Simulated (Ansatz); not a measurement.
CsPbI₃ (cubic perovskite)

```xyz
5
Lattice="6.3327 0.0000 0.0000 0.0000 6.3327 0.0000 0.0000 0.0000 6.3327" Properties=species:S:1:pos:R:3 pbc="T T T"
Cs     0.0000     0.0000     0.0000
Pb     3.1663     3.1663     3.1663
I      0.0000     3.1663     3.1663
I      3.1663     3.1663     0.0000
I      3.1663     0.0000     3.1663
```

In this cell atom 4 (I, nearest neighbour Pb at 3.166 Å; its periodic images, 6.3 Å or more away, move with it) is moved by u·(1.000, 0.000, 0.000) + v·(0.000, 0.000, 1.000); the rest is frozen.

Level of theory: r2SCAN (plane waves to 500 eV, PAW, scalar-relativistic; Ansatz, an electronic-structure program). k mesh 4×4×4 (Γ-centred), Fermi-Dirac smearing 0.05 eV. The energy includes the smearing's −TS. On this mesh the relaxed cell isn't quite at rest: it carries a pressure of 0.1 GPa (compression positive) at the zero of the scan. CsPbI3 was relaxed with its symmetry unable to fall. Spin-orbit coupling is left out, though I and Pb are heavy. This is a high-temperature form of CsPbI3. The zero of ΔE is the undisplaced structure. Axes are in Å.

Predict the ΔE (meV/cell) at all points of the grid u = -0.790, -0.527, -0.263, 0.000, 0.263, 0.527, 0.790 by v = -0.790, -0.527, -0.263, 0.000, 0.263, 0.527, 0.790.

ΔE (meV/cell), with u across and v down:

```tsv
v \ u	-0.790	-0.527	-0.263	0.000	0.263	0.527	0.790
-0.790	1556	1725	1903	1978	1903	1725	1556
-0.527	533	505	517	527	517	505	533
-0.263	180	110	84	79	84	110	180
0.000	104	33	6	0	6	33	104
0.263	180	110	84	79	84	110	180
0.527	533	505	517	527	517	505	533
0.790	1556	1725	1903	1978	1903	1725	1556
```

(A displaced cell: forces are minus the slopes of the energy, force constants its curvatures, and phonons follow from these.)
